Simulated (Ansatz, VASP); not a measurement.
Two plane-wave programs on Ti

```
Ti
1.0
     0.00000    2.09090    2.09090
     2.09090    0.00000    2.09090
     2.09090    2.09090    0.00000
Ti
1
Direct
  0.00000 0.00000 0.00000
```

Change from the starting cell: strain +0.030 along x and y, +0.030 along z, atoms carried along.

Alike in both runs: task single point; functional PBEsol; k mesh 20 × 20 × 20; occupations gaussian, width 0.15 eV; no spin polarisation.

|  | VASP | Ansatz |
| --- | --- | --- |
| version | VASP 6.6.1 | Ansatz 0.2.0 |
| potentials or method | VASP PAW PBE potentials, release 64 (Ti_sv) | scalar-relativistic, plane waves, PAW |
| plane-wave cutoff (eV) | 520 | 420 |
| valence electrons in the cell | 12 | 12 |

VASP gave:

* gap on the k mesh at the Fermi level (eV): none
* pressure (GPa): -9.1

Problem. Which values does Ansatz return?

Solution. gap on the k mesh at the Fermi level (eV): none; pressure (GPa): -8.9.

A gap of «none» marks a metal or a gap that the smearing closes. With one functional, cell and mesh, what is left measures potentials, basis and numerics.

Caveats: the PAW data sets were made with another functional, which shifts forces and pressure a little (VASP).
